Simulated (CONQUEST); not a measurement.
Wanted: the native input for a CONQUEST 1.3 run.

```
Task                : single point
Functional          : PBE
Potentials or basis : PseudoDojo NC PBE, SZ, grid cutoff 120 Ha
k mesh              : 7 × 7 × 5
Occupations         : fermi-dirac, width 0.05 eV
Spin                : no spin polarisation
Solver              : diagonalisation
SCF tolerance       : 1e-06
```

GaAs:

```
CELL_PARAMETERS angstrom
3.99777 0.00000 0.00000
0.00000 3.99777 0.00000
0.00000 0.00000 5.65370
ATOMIC_POSITIONS crystal
As 0.00000 0.50000 0.25000
As 0.50000 0.00000 0.75000
Ga 0.00000 0.00000 0.00000
Ga 0.50000 0.50000 0.50000
```

One way to write it, as run:

Conquest_input

```
IO.Title GaAs
IO.Coordinates coords.dat
IO.FractionalAtomicCoords T
IO.Iprint 2
IO.Iprint_init 1
General.NumberOfSpecies 2
General.PseudopotentialType hamann
AtomMove.TypeOfRun static
AtomMove.FullStress T
Grid.GridCutoff 120
DM.SolutionMethod diagon
Diag.MPMesh T
Diag.GammaCentred T
Diag.MPMeshX 7
Diag.MPMeshY 7
Diag.MPMeshZ 5
Diag.kT 0.00183747
minE.SCTolerance 1e-6
SC.MaxIters 100
IO.AtomChargeOutput T
%block ChemicalSpeciesLabel
1 74.920 As
2 69.720 Ga
%endblock
```

coords.dat

```
    7.5546896704     0.0000000000     0.0000000000
    0.0000000000     7.5546896704     0.0000000000
    0.0000000000     0.0000000000    10.6839445908
4
  0.0000000000   0.5000000000   0.2500000000 1 T T T
  0.5000000000   0.0000000000   0.7500000000 1 T T T
  0.0000000000   0.0000000000   0.0000000000 2 T T T
  0.5000000000   0.5000000000   0.5000000000 2 T T T
```

Potentials or basis: PseudoDojo NC PBE, SZ, grid cutoff 120 Ha.

Run with:

```sh
$ Conquest
```

It gave:

```json
{"Pressure": "8.1 GPa", "Band gap on the k mesh": "0.82 eV", "Mulliken charges": "As -0.28; Ga +0.28 e"}
```

Caveat: the atomic basis is small; Mulliken charges move with the basis; an odd mesh through Γ misses points on the zone boundary, where band edges often lie; the basis of atomic orbitals isn't converged, which shifts pressures, moduli and gaps; the real-space grid breaks the cell's symmetry a little.

It took 22 s on 1 thread of Intel(R) Xeon(R) Platinum 8375C CPU @ 2.90GHz (Ice Lake), on a shared host, peak memory 0.45 GiB.
